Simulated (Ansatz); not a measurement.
**BN (P6_3mc): frozen displacement of one atom from a Python script**

Wanted for BN (P6_3mc): a frozen displacement of one atom.

The COD entry's cell or inner coordinates are ideal or old and differ from later refinements, so a difference from it is no clean test against experiment.

Computed with the Python package of Ansatz 0.2.0. Level of theory: DFT PBE, plane waves, PAW.

**1. The system**

It takes space group P6_3mc (No. 186, hexagonal). Conventional cell: a = 2.536 Å, b = 2.536 Å, c = 4.199 Å, α = 90.00°, β = 90.00°, γ = 120.00°. B (site symmetry 3m) has 4 N at 1.56 to 1.57 Å as nearest neighbours. N (site symmetry 3m) has 4 B at 1.56 to 1.57 Å as nearest neighbours.

No structure file is read: the coordinates are typed or built in the script.

**2. The script**

Input file push_bn.py:

```python
'''Frozen displacement of one atom in BN.'''

import ansatz
import numpy as np


def main() -> None:
    lattice = ansatz.Lattice.of(
        [2.536, 0.0, 0.0],
        [-1.268, 2.19624, 0.0],
        [0.0, 0.0, 4.199],
    )
    sites = [
        ('B', [2 / 3, 1 / 3, 0.0]),
        ('B', [1 / 3, 2 / 3, 0.5]),
        ('N', [2 / 3, 1 / 3, 0.375]),
        ('N', [1 / 3, 2 / 3, 0.875]),
    ]
    cell = ansatz.Crystal(lattice=lattice)
    for symbol, position in sites:
        cell = cell.atom(symbol, position)

    inverse = np.linalg.inv(np.array(cell.lattice.vectors))
    home = np.array(cell.sites[0].position)
    values = np.linspace(-0.1, 0.1, 5)
    energies, pulls = [], []
    for shift in values:
        moved = cell.move(0, to=home + shift * inverse[1])
        setup = (
            moved.calculation()
            .functional('pbe')
            .kpoints(12, 12, 6)
            .occupations('Fermi-Dirac')
            .forces()
        )
        rep = setup.run(threads=1, pin='off').report
        energies.append(rep['free_energy_ev'])
        pulls.append(rep['forces_ev_ang'][0][1])

    # the force is minus the slope of the free energy
    print('shift (A)   dE (eV)   force along y (eV/A)')
    for shift, e, f in zip(values, energies, pulls):
        print(f'{shift:8.3f} {e - energies[2]:10.5f} {f:12.4f}')
    print(f'stiffness from energies {2 * np.polyfit(values, energies, 2)[0]:.3f}, from forces {-np.polyfit(values, pulls, 1)[0]:.3f} eV/A^2')


if __name__ == '__main__':
    main()
```

**3. The calls as engine input**

The engine receives this input (first run):

```yaml
crystal:
  lattice:
    - [2.536, 0.0, 0.0]
    - [-1.268, 2.19624, 0.0]
    - [0.0, 0.0, 4.199]
  atoms:
    - { symbol: B, position: [0.6439004844643572, 0.28780096892871454, 0.0] }
    - { symbol: B, position: [0.3333333333333333, 0.6666666666666666, 0.5] }
    - { symbol: "N", position: [0.6666666666666666, 0.3333333333333333, 0.375] }
    - { symbol: "N", position: [0.3333333333333333, 0.6666666666666666, 0.875] }
kpoints:
  mp_grid:
    grid: [12, 12, 6]
hamiltonian:
  xc: pbe
scf:
  occupations:
    method: fermi_dirac
output:
  forces: true
```

**4. Launch**

Command:

```console
> python push_bn.py
```

The log of the run:

```text
DeckWarning: basis.ecutwfc = 420 eV, auto-derived from the records' recommended cutoffs: set by B (normal level)
shift (A)   dE (eV)   force along y (eV/A)
  -0.100    0.14151       2.9554
  -0.050    0.03382       1.3838
   0.000    0.00000       0.0000
   0.050    0.03075      -1.1993
   0.100    0.11682      -2.2121
stiffness from energies 25.833, from forces 25.836 eV/A^2
```

(Warnings from the package without file and line.)

Wall time 20 s (1 thread of Arm Neoverse V2, shared host); peak memory 0.42 GiB.

**5. What changed from run to run**

The engine's inputs for some of the other runs:

Run 2, against run 1:

```diff
@@ -7 +7 @@
-    - { symbol: B, position: [0.6439004844643572, 0.28780096892871454, 0.0] }
+    - { symbol: B, position: [0.655283575565512, 0.3105671511310239, 0.0] }
```

Run 4, against run 1:

```diff
@@ -7 +7 @@
-    - { symbol: B, position: [0.6439004844643572, 0.28780096892871454, 0.0] }
+    - { symbol: B, position: [0.6780497577678213, 0.35609951553564273, 0.0] }
```

Run 5, against run 1:

```diff
@@ -7 +7 @@
-    - { symbol: B, position: [0.6439004844643572, 0.28780096892871454, 0.0] }
+    - { symbol: B, position: [0.689432848868976, 0.3788656977379521, 0.0] }
```

**6. The engine's runs**

From the records of these 5 runs:

| run | shift of atom 1 from run 1 (Å) | energy from run 3 (meV/atom) | SCF cycles | CPU time (s) |
| --- | --- | --- | --- | --- |
| 1 | 0.000 | 35.38 | 6 | 4.5 |
| 2 | 0.050 | 8.46 | 6 | 4.5 |
| 3 | 0.100 | 0.00 | 6 | 1.4 |
| 4 | 0.150 | 7.69 | 6 | 4.5 |
| 5 | 0.200 | 29.21 | 6 | 4.3 |

**7. Summary of results**

```
                                    quantity           value
                               runs compared               5
                             range of energy  35.38 meV/atom
lowest point, shift of atom 1 from run 1 (Å)           0.100
```

The curvature of the energy gives 25.833 eV/Å² and the slope of the force 25.836 eV/Å², a positive curvature. Notes:
- Of the deposited cell: the entry's cell lengths or inner coordinates differ somewhat from later room-temperature determinations.
- All periodic images of the atom move with it, so the curvature is one diagonal element of the zone-centre force constants and no normal mode; a positive value doesn't exclude soft modes in which several atoms move.
